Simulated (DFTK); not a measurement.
BN:

```
CELL_PARAMETERS angstrom
2.49824 0.00000 0.00000
-1.24912 2.16354 0.00000
0.00000 0.00000 6.63570
ATOMIC_POSITIONS crystal
N 0.66667 0.33333 0.25000
N 0.33333 0.66667 0.75000
B 0.66667 0.33333 0.75000
B 0.33333 0.66667 0.25000
```

Base run:

```yaml
Program: DFTK 0.8.2
Functional: PBE
Potentials_or_basis: dojo.nc.sr.pbe.v0_4_1.standard.upf (PBE)
Cutoff: 1143 eV
k_mesh: 12 × 12 × 4
Occupations: fermi-dirac, width 0.05 eV
Spin: no spin polarisation
```

Its results: band gap on the k mesh 4.32 eV, indirect (least direct gap 4.69 eV); pressure 4.8 GPa.

Question: The run is repeated on the same cell with these changes: functional from PBE to PBEsol; potentials or basis from dojo.nc.sr.pbe.v0_4_1.standard.upf (PBE) to dojo.nc.sr.pbesol.v0_4_1.standard.upf (PBEsol). What comes out?

Answer: Band gap on the k mesh 4.21 eV, indirect (least direct gap 4.62 eV); pressure 2.6 GPa.

Caveats: this functional lacks dispersion, which binds the layers, so the pressure and a relaxed spacing across them are unreliable.

A k mesh can miss the band edges.

Not every run made on this cell is shown here.
